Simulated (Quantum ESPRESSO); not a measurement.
Li:

```
Li
1.0
    -1.75465    1.75465    1.75465
     1.75465   -1.75465    1.75465
     1.75465    1.75465   -1.75465
Li
1
Direct
  0.00000 0.00000 0.00000
```

Base run:

| Item | Value |
| --- | --- |
| Program | Quantum ESPRESSO 7.5 |
| Functional | PBE |
| Potentials or basis | SSSP 1.3 efficiency PBE |
| Cutoff | 748 eV |
| Density cutoff | 5987 eV |
| k mesh | 11 × 11 × 11 |
| Occupations | fermi-dirac, width 0.05 eV |
| Spin | no spin polarisation |

Its results: band gap on the k mesh none (metal or under the smearing width); pressure -0.8 GPa.

Problem. The run is repeated on the same cell with these changes: functional from PBE to LDA; potentials or basis from SSSP 1.3 efficiency PBE to PseudoDojo 0.4.1 SR LDA standard; cutoff from 748 eV to 1007 eV; density cutoff from 5987 eV to 4027 eV. What comes out?

Solution. Band gap on the k mesh none (metal or under the smearing width); pressure -1.6 GPa.

Not every run made on this cell is shown here.
